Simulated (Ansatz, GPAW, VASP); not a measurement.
# Ca: 3 runs at one level of theory

```
Ca
1.0
    -2.24000    2.24000    2.24000
     2.24000   -2.24000    2.24000
     2.24000    2.24000   -2.24000
Ca
1
Cartesian
  0.0000 0.0000 0.0000
```

This isn't the form of Ca at room conditions, which is fcc.

The cell was measured well above room temperature.

Alike in all runs: task single point; functional LDA; k mesh 8 × 8 × 8; occupations gaussian, width 0.02 eV; no spin polarisation; no spin-orbit coupling. LDA stands for any of its common fits. Pressure is positive in compression and, in plane waves, holds the error of the finite cutoff.

| program and potentials | plane-wave cutoff (eV) | notes | band gap (eV) | pressure (GPa) |
| --- | --- | --- | --- | --- |
| GPAW, the program's PAW data sets (release 1.2.1) made for this functional | 600 | - | no gap | -2.40 |
| VASP, LDA PAW files Ca_sv, 520 eV | 520 | - | no gap | -2.46 |
| Ansatz, all-electron LAPW, scalar-relativistic | - | - | no gap | -2.44 |

None finds a gap. The pressure spans -2.46 (VASP, LDA PAW files Ca_sv, 520 eV) to -2.40 GPa (GPAW, the program's PAW data sets (release 1.2.1) made for this functional), with all-electron results at -2.44.

The functional is the same throughout but for its coding, so the spread measures potentials, basis and numerics; runs on potential files found faulty are left out.
